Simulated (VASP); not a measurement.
Input of a VASP 6.6.1 run:

Contents of INCAR:

```
SYSTEM = Mg8Sn4H3N
  PREC = Accurate
  ENCUT = 520
  EDIFF = 1E-6
  ISMEAR = -1
  SIGMA = 0.15
  LREAL = .FALSE.
  LASPH = .TRUE.
  NELM = 60
  ALGO = Fast
  ISIF = 2
  LWAVE = .FALSE.
  LCHARG = .FALSE.
  GGA = CA
  NBANDS = 54
```

Contents of KPOINTS:

```
Automatic mesh
0
G
  2 2 1
  0 0 0
```

POSCAR

```
Mg8Sn4H3N
1.0
    6.7390000000      0.0000000000      0.0000000000
    0.0000000000      6.7390000000      0.0000000000
    0.0000000000      0.0000000000     18.0542500000
Mg Sn N H
8 4 1 3
Direct
    0.7502300045      0.7502448434      0.1468075384
    0.2497848345      0.7502300045      0.1468019995
    0.2497699955      0.2497551566      0.1468019995
    0.7502448434      0.2497403176      0.1467743052
    0.7506009794      0.2493693426      0.3343700237
    0.2494138596      0.2490874017      0.3343921791
    0.2494880546      0.7505267844      0.3349571431
    0.7508532423      0.7505861404      0.3344254123
    0.0000000000      0.0000000000      0.0553886204
    0.5000000000      0.5000000000      0.0553886204
    0.0001038730      0.5000148390      0.2433665203
    0.5000000000     -0.0001335510      0.2433665203
    0.4769995548      0.5786912005      0.5235221624
    0.6191571450      0.5441905327      0.5401830594
    0.4387594599      0.7095414750      0.5498151405
    0.3850571301      0.4691052085      0.5442042732
```

Potentials or basis: VASP PAW LDA potentials, release 64 (Mg, Sn_d, N, H).

Run with:

```console
$ cat potpaw_LDA.64/Mg/POTCAR potpaw_LDA.64/Sn_d/POTCAR potpaw_LDA.64/N/POTCAR potpaw_LDA.64/H/POTCAR > POTCAR
$ mpirun -np 1 vasp_std > vasp.out
```

(1) What does it give for the largest force?

(2) What does it give for the band gap on the k mesh?

Results:

(1) 0.411 eV/Å.

(2) none (metal or under the smearing width).

Caveat: the k mesh is coarse (spacing up to 0.47 Å⁻¹), so the values aren't converged.
